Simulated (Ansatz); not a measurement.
Runs of Ansatz 0.2.0 on ZrN. The structure is cubic, space group Fm-3m (No. 225). Conventional cell: a = 4.600 Å, b = 4.600 Å, c = 4.600 Å, α = 90.00°, β = 90.00°, γ = 90.00°. Zr (site symmetry m-3m) is surrounded by 6 N at 2.30 Å. N (site symmetry m-3m) is surrounded by 6 Zr at 2.30 Å. 

```csv
task,level,potentials or basis,spin,cell,k mesh,cutoff (eV),smearing,mesh quality,gap on the mesh (eV),pressure (GPa)
density of states,LDA,Ansatz PAW,off,volume scaled by 0.96,10 × 10 × 10,420,fermi-dirac 0.05 eV,not flagged,none,-2.4
projected density of states,r2SCAN+rVV10,PseudoDojo standard (PBE files),"SOC, no magnetisation",volume scaled by 1.08,10 × 10 × 10,1143,fermi-dirac 0.025 eV,not flagged,none,-
single point,r2SCAN+D4,Ansatz PAW,off,as given,10 × 10 × 10,500,methfessel-paxton 0.1 eV,not flagged,none,-3.9
single point,wPBEh+D3(BJ),SPMS NC,off,as given,6 × 6 × 6,1034,fermi-dirac 0.01 eV,coarse,none,(a)
```

Problem. Fill in the values left out.

Solution. (a) -10.4.

Caveats: some runs use coarse meshes; pairwise dispersion overbinds metals, which lowers pressure and volume (some runs); the PAW data sets come from PBE, with cores solved anew for the run's functional, which leaves a small shift of forces and pressure (some runs); the potentials were made for another functional, which shifts forces and pressure (some runs); the rVV10 pressure on norm-conserving files is uncertain (some runs); the dispersion damping was fitted for another functional or another form of the correction (some runs); the thresholds are loose for stress (some runs).

A k mesh can miss the band edges, and rows without SOC leave out spin-orbit coupling on Zr.

A gap of «none» marks a metal or a gap under the smearing width.
